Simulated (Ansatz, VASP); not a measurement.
Nb: VASP beside Ansatz

File INCAR:

```
SYSTEM = Nb
  PREC = Accurate
  ENCUT = 520
  EDIFF = 1E-6
  ISMEAR = -1
  SIGMA = 0.08
  LREAL = .FALSE.
  LASPH = .TRUE.
  NELM = 60
  ALGO = Normal
  ISIF = 2
  LWAVE = .FALSE.
  LCHARG = .FALSE.
  GGA = PS
  NBANDS = 12
```

File KPOINTS:

```
regular mesh
0
G
  13 13 13
  0 0 0
```

Contents of POSCAR:

```
Nb
1.0
   -0.0423000000      2.0938500000      2.0938500000
    2.0938500000     -0.0423000000      2.0938500000
    2.0938500000      2.0938500000     -0.0423000000
Nb
1
Direct
    0.0000000000      0.0000000000      0.0000000000
```

Input for Ansatz:

```yaml
crystal:
  lattice:
    - [-0.0423, 2.09385, 2.09385]
    - [2.09385, -0.0423, 2.09385]
    - [2.09385, 2.09385, -0.0423]
  atoms:
    - { symbol: Nb, position: [0.0, 0.0, 0.0] }
kpoints:
  mp_grid: { grid: [13, 13, 13] }
  band_path:
    path:
      - [0.0, 0.0, 0.0]
      - [0.5, 0.5, 0.5]
      - [0.2551801333, 0.5, 0.7448198667]
      - [-0.2551801333, 0.2551801333, 0.5]
      - [0.0, 0.0, 0.5]
      - [0.0, 0.0, 0.0]
      - [-0.3775900666, 0.0, 0.3775900666]
      - [0.0, 0.3775900666, 0.6224099334]
      - [0.0, 0.5, 0.5]
    npoints: 5
scf:
  occupations: { method: fermi_dirac, width: 0.08 }
hamiltonian:
  xc: pbesol
  pseudopotentials: { kind: all_electron, lapw: { basis_error: 0.00025 } }
output:
  forces: true
  stress: true
  eigenvalues: true
```

Change from the starting cell: equal xy, yz and zx shear strains of -2 %.

Alike in both runs: task single point; functional PBEsol; k mesh 13 × 13 × 13; occupations fermi-dirac, width 0.08 eV; no spin polarisation.

|  | VASP | Ansatz |
| --- | --- | --- |
| version | VASP 6.6.1 | Ansatz 0.2.0 |
| potentials or method | VASP PAW PBE potentials, release 64 (Nb_sv) | all-electron LAPW, scalar-relativistic |
| plane-wave cutoff (eV) | 520 | see its input |

Ansatz gave:

| Quantity | Value |
| --- | --- |
| pressure (GPa) | -6.8 |
| largest component of the traceless stress (GPa) | 0.72 |

What did VASP give for the same quantities?

Pressure (GPa): -7.0; largest component of the traceless stress (GPa): 0.69.

Ansatz ran all-electron here, so the differences hold the error of VASP's frozen core and of both bases.

Caveats: the PAW data sets were made with another functional, which shifts forces and pressure a little (VASP).
